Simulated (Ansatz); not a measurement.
Runs of Ansatz 0.2.0 on Ge. Symmetry: I4/mmm, No. 139, tetragonal system. Conventional cell: a = 3.217 Å, b = 3.217 Å, c = 3.746 Å, α = 90.00°, β = 90.00°, γ = 90.00°. Around Ge (site symmetry 4/mmm) lie 12 Ge at 2.95 to 3.22 Å. The cell was built by a generator and needn't be a form met in nature.

| task | level | spin | cell | k mesh | cutoff (eV) | points for each segment of the path | gap on the mesh (eV) | pressure (GPa) | relaxed volume (Å³/atom) |
| --- | --- | --- | --- | --- | --- | --- | --- | --- | --- |
| single point | B3LYP | off | as given | 6 × 6 × 6 | 420 | - | none | (c) | - |
| relaxation of cell and atoms | HF | off | relaxed | 6 × 6 × 6 | 420 | - | none | 0.0 | 20.81 |
| single point | r2SCANh | off | as given | 6 × 6 × 6 | 500 | - | none | -1.8 | - |
| single point | HSE06 | SOC, no magnetisation | as given | 5 × 5 × 5 | 420 | - | none | -1.0 | - |
| relaxation of cell and atoms | PBE0 | off | relaxed | 6 × 6 × 6 | 420 | - | none | 0.0 | 18.66 |
| band structure | HSEsol | off | as given | 6 × 6 × 6 | 420 | 4 | none | -3.5 | - |
| single point | r2SCAN0 | off | as given | 6 × 6 × 6 | 500 | - | none | -2.6 | - |
| relaxation of cell and atoms | HSE06 | off | relaxed | 6 × 6 × 6 | 420 | - | none | 0.0 | (a) |
| single point | PBE0 | off | as given | 6 × 6 × 6 | 420 | - | none | -1.6 | - |
| relaxation of cell and atoms | HSEsol | off | relaxed | 6 × 6 × 6 | 420 | - | none | 0.0 | (b) |
| single point | PBEsol0 | off | as given | 6 × 6 × 6 | 420 | - | none | -3.8 | - |
| single point | PBE0 | SOC, no magnetisation | as given | 5 × 5 × 5 | 420 | - | none | -1.2 | - |

Alike in all rows: potentials or basis Ansatz PAW; smearing fermi-dirac 0.05 eV; the mesh is coarse, so values aren't converged.

Task: Fill in the values left out.

Result: (a) 18.72; (b) 18.20; (c) 4.1.

Caveats: all runs use coarse meshes; the PAW data sets come from PBE, with cores solved anew for the run's functional, which leaves a small shift of forces and pressure; the thresholds are loose for stress (some runs); the plane-wave basis is chosen anew once the cell has moved, so the energies of steps on either side of that aren't comparable (some runs).

A k mesh can miss the band edges, and rows without SOC leave out spin-orbit coupling on Ge.

A gap of «none» marks a metal or a gap under the smearing width.
